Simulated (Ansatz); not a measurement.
# GaP: the cost of one run

Program: Ansatz 0.2.0. Level of theory: DFT r2SCAN, scalar-relativistic, plane waves, PAW. These are calculated values, not measurements.

## 1. The starting structure

It takes space group F-43m (No. 216, cubic). Conventional cell: a = 5.451 Å, b = 5.451 Å, c = 5.451 Å, α = 90.00°, β = 90.00°, γ = 90.00°. Ga (site symmetry -43m) is surrounded by 4 P at 2.36 Å. P (site symmetry -43m) is surrounded by 4 Ga at 2.36 Å.

Structure file:

```cif
data_structure
_symmetry_space_group_name_H-M 'P 1'
_symmetry_Int_Tables_number 1
_cell_length_a 3.8541
_cell_length_b 3.8541
_cell_length_c 3.8541
_cell_angle_alpha 60.000
_cell_angle_beta 60.000
_cell_angle_gamma 60.000
_cell_volume 40.48
loop_
_atom_site_label
_atom_site_type_symbol
_atom_site_fract_x
_atom_site_fract_y
_atom_site_fract_z
_atom_site_occupancy
Ga1 Ga 0.00000 0.00000 0.00000 1
P1 P 0.75000 0.75000 0.75000 1
```

No relaxation comes first: the listed cell is the starting point.

## 2. Zero of energy

Reference values: F = -4550.4845 eV; pressure 0.04 GPa; largest force 0.000 eV/Å; gap on the mesh 1.86 eV. It was computed beforehand with the settings of the runs below.

## 3. The scan: a tetragonal deformation path

At fixed volume and fractional coordinates, lengths along (0.000, 0.000, 1.000) are scaled against those across it; ρ is that ratio over its starting value.

## 4. ρ = 0.707

input.yaml

```yaml
crystal:
  lattice:
    - [0.0, 3.0591436934, 2.1628145913]
    - [3.0591436934, 0.0, 2.1628145913]
    - [3.0591436934, 3.0591436934, 0.0]
  atoms:
    - { symbol: Ga, position: [0.0, 0.0, 0.0] }
    - { symbol: P, position: [0.75, 0.75, 0.75] }
basis:
  ecutwfc: 500
kpoints:
  mp_grid: { grid: [10, 10, 10] }
hamiltonian:
  xc: r2scan
scf:
  occupations: { method: gaussian, width: 0.05 }
output:
  forces: true
  stress: true
  eigenvalues: true
```

Launch:

```console
ansatz run input.yaml --threads 1 --pin off --max-ram 2560MiB --backend cpu --events-out ev --progress --plain --runs-dir out
```

Q: Estimate wall time and peak memory on 1 thread of Intel Xeon Platinum 8488C (Sapphire Rapids), shared host.

About 9.6 s, with a peak of 0.53 GiB.
